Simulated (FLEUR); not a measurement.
# Ge: equation of state with PBEsol

Ge:

```xyz
4
Lattice="3.9976 0.0000 0.0000 -1.9988 3.4620 0.0000 0.0000 0.0000 6.5994" Properties=species:S:1:pos:R:3 pbc="T T T"
Ge    0.0000    2.3080    6.1843
Ge    1.9988    1.1540    2.8846
Ge    0.0000    2.3080    3.7148
Ge    1.9988    1.1540    0.4151
```

This isn't the form of Ge at room conditions, which is diamond.

* Program: FLEUR MaX-R8.1 (later development tree)
* Task: equation of state
* Functional: PBEsol
* Potentials or basis: all-electron
* Basis: FLAPW
* Kmax: 4.71 1/bohr
* k mesh: 8 × 8 × 4
* Occupations: fermi-dirac, width 0.05 eV
* Spin: no spin polarisation
* Gmax: 14.6 1/bohr
* Muffin-tin radii: Ge 2.08 bohr
* lmax: Ge 9
* lnonsphr: Ge 9
* Local orbitals a species: Ge 6

```json
{
  "Equilibrium volume": "22.82 Å³/atom",
  "Bulk modulus at fixed shape and positions": "67 GPa",
  "Pressure derivative of the bulk modulus": "4.6 (rough: it moves with the points fitted)"
}
```

Energy against volume, from the lowest point:
| volume (Å³/atom) | energy (meV/atom) |
| --- | --- |
| 21.463 | 18.76 |
| 21.920 | 7.86 |
| 22.377 | 1.84 |
| 22.833 | 0.00 |
| 23.290 | 1.93 |
| 23.747 | 7.23 |
| 24.203 | 15.65 |

Caveat: the cell was scaled at fixed shape and fractional positions, which overstates the stiffness of a crystal with free parameters, most of all of layers and chains.
